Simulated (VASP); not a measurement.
Ga: single point with RPBE

Crystal: Ga.

```
CELL_PARAMETERS angstrom
0.00000 2.98586 2.98586
2.98586 0.00000 2.98586
2.98586 2.98586 0.00000
ATOMIC_POSITIONS crystal
Ga 0.12500 0.12500 0.12500
Ga 0.87500 0.87500 0.87500
```

This isn't the form of Ga at room conditions, which is orthorhombic.

```
Program                : VASP 6.6.1
Task                   : single point
Functional             : RPBE
Potentials or basis    : VASP PAW PBE potentials, release 64 (Ga_d)
Cutoff                 : 520 eV
k mesh                 : 15 × 15 × 15
Occupations            : fermi-dirac, width 0.1 eV
Spin                   : no spin polarisation
Dipole correction      : no
Further INCAR settings : ALGO = Fast; EDIFF = 1e-07; NBANDS = 20
```

```
Pressure               : 0.1 GPa
Band gap on the k mesh : none (metal or under the smearing width)
```

Levels at points of the mesh, in eV from the Fermi level:
| k point | band 9 | band 10 | band 11 | band 12 | band 13 | band 14 | band 15 | band 16 | band 17 | band 18 |
| --- | --- | --- | --- | --- | --- | --- | --- | --- | --- | --- |
| (0.00, 0.00, 0.00) | -14.42 | -14.42 | -9.07 | 2.59 | 2.59 | 2.59 | 2.98 | 4.63 | 4.63 | 4.63 |

Wall time 39 s on 1 thread of Intel(R) Xeon(R) 6975P-C (Granite Rapids), on a shared host, peak memory 0.24 GiB.

Caveat: the PAW data sets were made with another functional, which shifts forces and pressure a little.
